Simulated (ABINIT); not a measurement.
Crystal: As.

```
As
1.0
     1.88080    1.08588    3.51406
    -1.88080    1.08588    3.51406
     0.00000   -2.17176    3.51406
As
2
Direct
  0.22600 0.22600 0.22600
  0.77400 0.77400 0.77400
```

Base run:

- Program: ABINIT 10.8.3 (patched build)
- Functional: WC
- Potentials or basis: JTH PAW PBE v2.0
- Cutoff: 490 eV
- k mesh: 9 × 9 × 9
- Occupations: fermi-dirac, width 0.05 eV
- Spin: no spin polarisation

Its results: band gap on the k mesh none (metal or under the smearing width); pressure 0.6 GPa; largest force 0.402 eV/Å.

**Question.** After a change of settings the same cell gave: band gap on the k mesh none (metal or under the smearing width); pressure 3.8 GPa; largest force 0.435 eV/Å. Which change was it?
A. functional from WC to LDA
B. functional from WC to revPBE
C. functional from WC to PW91
D. functional from WC to RPBE

**Answer.** C.

PW91 binds less tightly than WC, so the same cell stands under more pressure.

Caveats: the PAW data sets were made with another functional, which shifts forces and pressure a little.

Runs at the PBE level aren't shown here.
